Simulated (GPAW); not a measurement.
Runs of GPAW 26.7.0 on BAs. Symmetry: F-43m, No. 216, cubic system. Conventional cell: a = 4.777 Å, b = 4.777 Å, c = 4.777 Å, α = 90.00°, β = 90.00°, γ = 90.00°. As (site symmetry -43m) is surrounded by 4 B at 2.07 Å. Around B (site symmetry -43m) lie 4 As at 2.07 Å. 

```tsv
task	level	potentials or basis	spin	k mesh	cutoff (eV)	maxiter	band path	band points	data set	spin axis theta (degrees)	other keys	gap on the mesh (eV)	pressure (GPa)	V0 of scaled cells (Å³/atom)	B0 (GPa)
band structure	PBE	JTH PAW 2.0, PBE, pw	off	8 × 8 × 8	800	150	GXWKGLUWLK,UX	60	As jth, B jth	-	-	1.20	2.5	-	-
equation of state	LDA	the program's PAW data sets (release 1.2.1) made for this functional, pw	off	8 × 8 × 8	800	150	-	-	-	-	-	-	-	(a)	148
band structure	C09-vdW	GPAW PAW data sets (gpaw-data 1.2.1), pw	SOC, no magnetisation	8 × 8 × 8	800	150	GXWKGLUWLK,UX	80	-	90	-	1.08	-	-	-
band structure	r2SCAN	GPAW PAW data sets (gpaw-data 1.2.1), pw	SOC, no magnetisation	8 × 8 × 8	800	150	GXWKGLUWLK,UX	100	-	90	-	1.31	(b)	-	-
single point	PBE	GPAW PAW data sets (gpaw-data 1.2.1), pw	off	8 × 8 × 8	900	100	-	-	-	-	several, not listed	1.20	3.3	-	-
band structure	RPBE	the program's PAW data sets (release 1.2.1) made for this functional, pw	SOC, no magnetisation	8 × 8 × 8	800	150	GXWKGLUWLK,UX	100	-	90	-	1.16	6.0	-	-
equation of state	BEEF-vdW	GPAW PAW data sets (gpaw-data 1.2.1), pw	off	8 × 8 × 8	800	150	-	-	-	-	-	-	-	14.06	128
equation of state	revPBE+D3	the program's PAW data sets (release 1.2.1) made for this functional, pw	off	8 × 8 × 8	800	150	-	-	-	-	-	-	-	13.77	132
equation of state	PBEsol	PAW data sets generated in the run's folder for this functional, pw	off	8 × 8 × 8	800	150	-	-	-	-	-	-	-	13.61	141
band structure	BP86	PAW data sets generated in the run's folder for this functional, pw	SOC, no magnetisation	8 × 8 × 8	800	150	GXWKGLUWLK,UX	100	-	90	-	1.17	4.4	-	-
one-shot levels of the hybrid HSE06	PBE	GPAW PAW data sets (gpaw-data 1.2.1), pw	off	6 × 6 × 6	600	150	-	-	-	-	-	1.28	3.4	-	-
```

Alike in all rows: cell as given; smearing fermi-dirac 0.05 eV.

Estimate the missing entries.

(a) 13.31; (b) 0.8.

Caveats: spin-orbit coupling was added after a scalar SCF, so levels and gaps hold it while energy, forces, pressure and moments don't (some runs); this program's spin-orbit splittings come out too wide for heavy elements (some runs); the PAW data sets were made with another functional, which shifts forces and pressure a little (some runs); the program truncates these outside data sets (some runs); the cutoff is short for stress and forces, so pressures can be off by a GPa or more (some runs); energy and the plain gap are those of the semilocal run (some runs); the hybrids' values are one shot on its orbitals and mesh (some runs).

A k mesh can miss the band edges, and rows without SOC leave out spin-orbit coupling on As.

The runs don't all hold the same shells in valence.
